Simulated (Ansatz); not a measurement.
# TaN (P-6m2) in Ansatz: single point with PBEsol

Aim: the single point of TaN with PBEsol.

All numbers are computed with Ansatz 0.2.0; they aren't measurements. Logs are shortened: lines on timing, memory, paths and dates and some standing lists are left out, and cuts for length are marked.

## 1. The crystal as given

The structure is hexagonal, space group P-6m2 (No. 187). Conventional cell: a = 2.938 Å, b = 2.938 Å, c = 2.883 Å, α = 90.00°, β = 90.00°, γ = 120.00°. Ta (site symmetry -6m2) is surrounded by 6 N at 2.23 Å. N (site symmetry -6m2) is surrounded by 6 Ta at 2.23 Å.

## 2. Single point, PBEsol

input.yaml

```yaml
crystal:
  lattice:
    - [2.938, 0.0, 0.0]
    - [-1.469, 2.5443826363, 0.0]
    - [0.0, 0.0, 2.883]
  atoms:
    - { symbol: Ta, position: [0.0, 0.0, 0.5] }
    - { symbol: "N", position: [0.6666666667, 0.3333333333, 0.0] }
kpoints:
  mp_grid: { grid: [8, 8, 6] }
scf:
  occupations: { method: fermi_dirac, width: 0.05 }
hamiltonian:
  xc: pbesol
  pseudopotentials: { kind: all_electron, datasets: crystal }
output:
  forces: true
  stress: true
  eigenvalues: true
```

Potentials or basis: all-electron PAW datasets made for the crystal.

Launch:

```console
$ ansatz run input.yaml --threads 2 --pin off --max-ram 8192MiB --backend cpu --events-out ev --progress --plain --runs-dir out
```

Log:

```text
Warning: RAYON_NUM_THREADS=2 ignored (pool sized by the plan → 2); use --threads N
hamiltonian.pseudopotentials.datasets: crystal makes datasets for this crystal and solves the spheres of its atoms anew in each pass: cutoff 480.0 eV, the density's 1920.0 eV; for an error of 0.50 meV an atom under PBE, 1.0 meV for the cell; an energy difference from a run of another recipe may be off by several times the error for the cell, under r2SCAN by more, where some 0.1 meV an atom stays at smaller errors; N in spheres of 0.910 Å, 5 of its electrons in bands; Ta in spheres of 1.307 Å, 27 of its electrons in bands
band count auto-derived: 22 (N_el = 32.0; filled up to band 16; 20 by the electrons, moments and atoms)
Engine: ansatz 0.2.0, aarch64-unknown-linux-gnu
Pseudopotentials: kind: all_electron
Pseudopotential: Ta, paw, valence charge 27, recommended cutoff 480 eV (normal), crystal/all_electron/pbesol/scalar/gaussian/Ta, Koelling and Harmon's equation, gaussian nucleus
Pseudopotential: N, paw, valence charge 5, recommended cutoff 480 eV (normal), crystal/all_electron/pbesol/scalar/gaussian/N, Koelling and Harmon's equation, gaussian nucleus
Functional definition: PBEsol
  exchange = pbesol_x
  correlation = pbesol_c
Crystal: 2 atoms, lattice volume = 21.552 Å³
Basis set: ecut = 480 eV, 527 PW (Γ), exchange–correlation on 48×48×48 points (8 copies of the dense FFT grid, shifted against one another)
Bands: 22, of which v1, the nominal top of the filled ones, is band 16 counted from 1 (15 counted from 0)
Symmetry: 12 space group operations
Space group: P-6m2 (ITA 187), of the structure as read, at distance tolerance 2.8e-5 Å
k-points: 40 of 384 (time reversal used)
Non-local potential: Ta, projectors of the file, l = 0: 2, l = 1: 2, l = 2: 1, l = 3: 2
Non-local potential: N, projectors of the file, l = 0: 1, l = 1: 1
PAW form: soft (Blöchl's): semilocal exchange-correlation on the pseudo side does not see the compensation charge
PAW one-centre angular grid: Ta, 590 points (default); XC on its mesh's 1807 points in the sphere
PAW one-centre angular grid: N, 110 points (default); XC on its mesh's 1925 points in the sphere
Initial density: superposition of atomic densities (neutral atoms: chi_scale 0, normalization atom)
Initial wavefunctions: pseudopotential atomic-orbital guess
Functional: x = pbesol(κ = 0.804, μ = 0.12345679012345678), c = pbesol(β = 0.046)
iter 1 solved again at ethr=2.81e-2 eV; its pass at ethr=1.00e-1 eV (dr2=8.98e0 eV) is discarded
SCF iter   1: F=—  HF=-425932.877612 eV  |F-HF|=—  |Δ(HF+E_count)|=         —  Δρ=1.79e-1  dr2=8.67e0  ethr=2.81e-2  ⟨swp⟩=2.0  Hψ=4493  notcnv=0
preconditioner: auto → none  [metal: Δε(μ)=0.124 eV  Ē_g=24.161 eV  σ=0.050 eV  W_gap=0.47  n_scr=8 (ndim 8)  ℏωp=43.8 eV  f_vac=0.000  D(μ)=0.10/eV (n_scr^D=0)  sad-step TF]
SCF iter   2: F=—  HF=-425931.031085 eV  |F-HF|=—  |Δ(HF+E_count)|=    1.85e0  Δρ=6.77e-2  dr2=1.25e0  ethr=2.71e-2  ⟨swp⟩=2.8  Hψ=1821  notcnv=0
SCF iter   3: F=—  HF=-425930.636723 eV  |F-HF|=—  |Δ(HF+E_count)|=   3.94e-1  Δρ=3.11e-2  dr2=1.27e-1  ethr=3.91e-3  ⟨swp⟩=3.0  Hψ=2110  notcnv=0
SCF iter   4: F=—  HF=-425930.643522 eV  |F-HF|=—  |Δ(HF+E_count)|=   6.80e-3  Δρ=1.26e-2  dr2=2.19e-2  ethr=3.97e-4  ⟨swp⟩=2.1  Hψ=1744  notcnv=0
iter 5 solved again at ethr=6.64e-7 eV; its pass at ethr=6.85e-5 eV (dr2=2.13e-4 eV) is discarded
SCF iter   5: F=—  HF=-425930.646206 eV  |F-HF|=—  |Δ(HF+E_count)|=   2.68e-3  Δρ=1.08e-3  dr2=2.10e-4  ethr=6.64e-7  ⟨swp⟩=2.0  Hψ=4487  notcnv=0
SCF iter   6: F=—  HF=-425930.646027 eV  |F-HF|=—  |Δ(HF+E_count)|=   1.79e-4  Δρ=1.65e-3  dr2=7.85e-4  ethr=6.56e-7  ⟨swp⟩=3.0  Hψ=2171  notcnv=0
SCF iter   7: F=—  HF=-425930.645741 eV  |F-HF|=—  |Δ(HF+E_count)|=   2.86e-4  Δρ=4.05e-4  dr2=4.80e-5  ethr=6.56e-7  ⟨swp⟩=3.0  Hψ=2093  notcnv=0
SCF iter   8: F=—  HF=-425930.645646 eV  |F-HF|=—  |Δ(HF+E_count)|=   9.53e-5  Δρ=6.55e-5  dr2=1.27e-6  ethr=1.50e-7  ⟨swp⟩=2.9  Hψ=2126  notcnv=0
SCF iter   9: F=-425930.645646 eV  HF=-425930.645646 eV  |F-HF|=3.38e-9  |Δ(HF+E_count)|=   2.03e-7  Δρ=9.22e-6  dr2=2.88e-9  ethr=3.98e-9  ⟨swp⟩=3.0  Hψ=1635  notcnv=0
SCF 1 converged in 9 iterations: F = -425930.645646 eV  dr2 = 2.88e-9
  Residual-converged pass: ⟨swp⟩=3.0  Hψ=1929  notcnv=0  max |occ|·‖R‖ = 5.1e-6 eV (tolerance 5.3e-6 eV)  dr2=3.03e-9  dr2_onsite=3.31e-9  max |Δocc| = 1.5e-12
SCF converged after 9 iterations
Free energy (F): -425930.645646 eV
Harris-Foulkes:  -425930.645646 eV  (|F-HF|=3.38e-9)
Internal energy: -425930.645003 eV  (E = F + TS)
E sigma→0 (E₀):  -425930.645325 eV
Entropy (-TS):   -0.000643 eV (-0.321 meV/atom)
Past the cutoff: the bands carry plane waves up to 1.75 times it, of which those up to 1.5 times it add -0.000258 eV an atom, each by itself; the spheres take 0.000191 eV an atom off the energy for waves past 1.75 times it
By the cutoff:   a pressure is off by up to 0.007 GPa (1.2 times the spheres' own share and the shells' term, over an atom's volume, and 0.004 GPa: a bound that held against runs at twice the plane waves)
Past the cutoffs: a stress includes 0.0033 GPa for waves and charges beyond them, in addition to the slope of what the spheres take
In the spheres:  the bands' charges fall short by 8.2e-7 e at most (sound up to 1e-3)
Fermi energy:    25.438155 eV
--- Per-component energies (eV) ---
  E_band       = 111.641174
  E_kinetic    = 425.525503
  E_local      = -4166.611449  (includes V_loc(G=0)·N_el)
  E_nonlocal   = -2302.029014
  E_hartree    = 2161.382233
  E_xc         = -156.798546
  E_vxc        = -205.006254  (∫ρ·V_xc dr)
  E_paw        = -434126.053721  (= ΣΔE_a)
  E_vpaw       = -16269.509199  (= ΣTr[D̂ρ^β])
  E_ewald      = -6072.567164
  E_smearing   = -0.000643  (= −TS)
  E_closure    = 18306.507155  (closes the sum)
  Σ components = -425930.645646   (vs F -425930.645646, Δ=0.00e0)
  The terms above E_closure are by the made datasets' own strengths, without shells solved beside the bands.
--- Forces (eV/Å), atoms counted from 1 ---
  atom   1  Ta     0.00000000     0.00000000     0.00000000
  atom   2  N      0.00000000     0.00000000     0.00000000
  max |Σ_I F_I| component: 2.78e-16 eV/Å
--- Stress (GPa, compression-positive) ---
       -4.391752       0.000000       0.000000
        0.000000      -4.391752       0.000000
        0.000000       0.000000      -5.550918
  P = ⅓ Tr σ = -4.7781 GPa (-47.781 kbar)
--- Band table (eV; the first three rows and the last of 40) ---
  k-point 0: bands = ["-43.1131", "-9.4602", "-9.2021", "-9.2021", "5.1341", "5.1516", "5.1516", "5.1579", "5.1579", "5.1725", "5.2430", "7.5999", "20.7218", "20.7218", "21.0696", "22.3754", "27.4881", "28.8715", "28.8715", "29.2743"]
  k-point 1: bands = ["-43.1004", "-9.7070", "-9.1816", "-9.1816", "5.1414", "5.1466", "5.1466", "5.1586", "5.1664", "5.1664", "5.2431", "8.1471", "19.4865", "20.9399", "20.9399", "23.7318", "26.9322", "26.9322", "28.3890", "30.1899"]
  k-point 2: bands = ["-43.0750", "-10.1723", "-9.1404", "-9.1404", "5.1284", "5.1375", "5.1375", "5.1541", "5.1829", "5.1829", "5.2433", "9.4194", "17.1425", "21.3706", "21.3706", "25.4937", "25.4937", "26.2722", "29.3541", "29.3541"]
  k-point 39: bands = ["-42.9800", "-10.0999", "-9.9054", "-9.6402", "5.1048", "5.1525", "5.1570", "5.1680", "5.1718", "5.1842", "5.2202", "9.6757", "17.2106", "18.6249", "21.2813", "24.8332", "29.6747", "30.5091", "31.8595", "32.7719"]
```

Run time: 5.3 s. Hardware: 2 threads of Arm Neoverse V2, shared host; peak memory 0.48 GiB.

What came out:

```yaml
Free_energy: -425930.6456 eV
Pressure: -4.8 GPa
Band_gap_on_the_k_mesh: none (metal or under the smearing width)
```

Stress tensor (GPa, compression positive):
```
-4.39  0.00  0.00
 0.00 -4.39  0.00
 0.00  0.00 -5.55
```

Caveat: the k mesh is coarse (spacing up to 0.36 Å⁻¹), so the values aren't converged; the k mesh is thin for a metal, which can move the energy by tens of meV per atom. The run has no spin-orbit coupling, so splittings on Ta are missing.
